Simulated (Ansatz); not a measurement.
**BN (F-43m): one-shot GW input and result**

Level of theory: Ansatz, G0W0@r²SCAN, full frequency by contour deformation, hard PAW set made for 700 eV.

Input:

```json
{
 "crystal": {"lattice": [[0.0, 1.74665, 1.74665], [1.74665, 0.0, 1.74665], [1.74665, 1.74665, 0.0]], "atoms": [{"symbol": "B", "position": [0.0, 0.0, 0.0]}, {"symbol": "N", "position": [0.25, 0.25, 0.25]}]},
 "basis": {"precision": "f64", "xc_grid": 2, "ecutwfc": 700, "ecutrho_ratio": 4},
 "kpoints": {"mp_grid": {"grid": [4, 4, 4], "shift": [0, 0, 0]}},
 "hamiltonian": {"xc": "r2scan", "dispersion": "none", "pseudopotentials": {"kind": "paw", "azcp": {"B": "pseudopotentials/B.paw.azcp", "N": "pseudopotentials/N.paw.azcp"}}},
 "magnetization": {"spin_polarized": false},
 "scf": {"lower_state_search": "off", "max_iter": 200, "occupations": {"method": "fixed"}, "convergence": {"dr2_threshold": "1e-10 eV"}},
 "output": {},
 "gw": {"n_empty_bands": 69, "ecut_chi": 200, "ecutfock_ratio": 2, "qp_bands": ["v1", "c1"], "screening": {"model": "contour_deformation"}}
}
```

Levels count from the highest filled Kohn-Sham level listed; ε_QP = ε_KS + Z(Σ − Vxc). VB is the top filled band, CB the lowest empty one. Points in brackets are given in fractions of the reciprocal vectors. A dash marks a part that wasn't solved.

```json
{"k": "Γ", "band": "VB", "ε_KS (eV)": "0.00", "Σx − Vxc (eV)": "-3.57", "Σc (eV)": "2.55", "Z": "0.84", "ε_QP (eV)": "-0.85"}
{"k": "Γ", "band": "CB", "ε_KS (eV)": "10.04", "Σx − Vxc (eV)": "6.36", "Σc (eV)": "–", "Z": "–", "ε_QP (eV)": "–"}
{"k": "(0, -0.5, -0.5)", "band": "CB", "ε_KS (eV)": "5.09", "Σx − Vxc (eV)": "5.16", "Σc (eV)": "-4.62", "Z": "0.86", "ε_QP (eV)": "5.56"}
```

The gap (from Γ to k = (0, -0.5, -0.5)) opens from 5.09 eV to 6.41 eV.

Electronic (ion-clamped) dielectric constant on this mesh, from the head of the inverse dielectric matrix: 4.6.

The cell is a model at fixed atoms and needn't be the relaxed known crystal. The PAW or pseudopotential files were made with PBE. The mesh is coarse, so these are values at the stated settings, not converged ones. Band sums or response are cut, so the gap isn't at its basis limit. The gap is read on the mesh, and the crystal's band edges can lie off it. With r²SCAN or HSE06 the Kohn-Sham levels are generalised ones. Meshes this coarse can overestimate the dielectric constant by a tenth and more.
